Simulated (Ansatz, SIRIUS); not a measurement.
This is a calculation of Sn for Ansatz 0.2.0. This isn't the form of Sn at room conditions, which is tetragonal (white tin).

File input.yaml:

```yaml
crystal:
  lattice:
    - [-2.029189411, 2.029189411, 1.6607599896]
    - [2.029189411, -2.029189411, 1.6607599896]
    - [2.029189411, 2.029189411, -1.6607599896]
  atoms:
    - { symbol: Sn, position: [0.0, 0.0, 0.0] }
hamiltonian:
  xc: pbesol
  pseudopotentials: { kind: paw }
kpoints:
  mp_grid: { grid: [10, 10, 10] }
scf:
  occupations: { method: fermi_dirac, width: 0.05 }
output:
  forces: true
  stress: true
  eigenvalues: true
```

Potentials or basis: Ansatz PAW.

The run is started by

```sh
$ ansatz run input.yaml --threads 1 --pin off --max-ram 3584MiB --backend cpu --events-out ev --progress --plain --runs-dir out
```

Problem. What does the same run look like in SIRIUS 7.12.0? Potentials or basis there: PseudoDojo 0.4.1 PBEsol standard (scalar relativistic), cutoff 983 eV.

Solution. As run (cutoffs and basis follow the program's own potentials, and thresholds, step limits or extra output files can differ):

The input sirius.json:

```json
{
  "control": {
    "processing_unit": "cpu",
    "verbosity": 2,
    "num_bands_to_print": 14,
    "print_forces": true,
    "print_stress": true
  },
  "parameters": {
    "electronic_structure_method": "pseudopotential",
    "xc_functionals": ["XC_GGA_X_PBE_SOL", "XC_GGA_C_PBE_SOL"],
    "gk_cutoff": 8.5,
    "pw_cutoff": 17.0,
    "ngridk": [10, 10, 10],
    "shiftk": [0, 0, 0],
    "smearing": "fermi_dirac",
    "smearing_width": 0.0018374661,
    "num_bands": 14,
    "num_mag_dims": 0,
    "num_dft_iter": 100,
    "energy_tol": 1e-08,
    "density_tol": 1e-06
  },
  "iterative_solver": {
    "type": "davidson",
    "min_tolerance": 1e-10
  },
  "mixer": {
    "type": "anderson",
    "beta": 0.7,
    "max_history": 8
  },
  "settings": {
    "tol_ne": 1e-10,
    "pseudo_grid_cutoff": 6.5
  },
  "unit_cell": {
    "lattice_vectors": [
      [-0.612008841979, 0.612008841979, 0.500889563355],
      [0.612008841979, -0.612008841979, 0.500889563355],
      [0.612008841979, 0.612008841979, -0.500889563355]
    ],
    "lattice_vectors_scale": 6.2656157538,
    "atom_coordinate_units": "lattice",
    "atom_types": ["Sn"],
    "atom_files": {
      "Sn": "Sn.json"
    },
    "atoms": {
      "Sn": [
        [0.0, 0.0, 0.0]
      ]
    }
  }
}
```

Potentials or basis: PseudoDojo 0.4.1 PBEsol standard (scalar relativistic).

The run is started by

```sh
$ upf_to_json Sn.upf
$ OMP_NUM_THREADS=1 sirius.scf --input=sirius.json --output=out.json --task=0
```

Both were run:

|  | Ansatz | SIRIUS |
| --- | --- | --- |
| Pressure | -1.9 GPa | -1.9 GPa |

Ansatz's pressure holds a Pulay term of +0.03 GPa for its cutoff of 420 eV, which the other run lacks.

Ansatz's potentials were made for PBE.

Where Ansatz's input types no cutoff or centring, it takes its own default and a Γ-centred mesh.

Pressure is positive in compression.
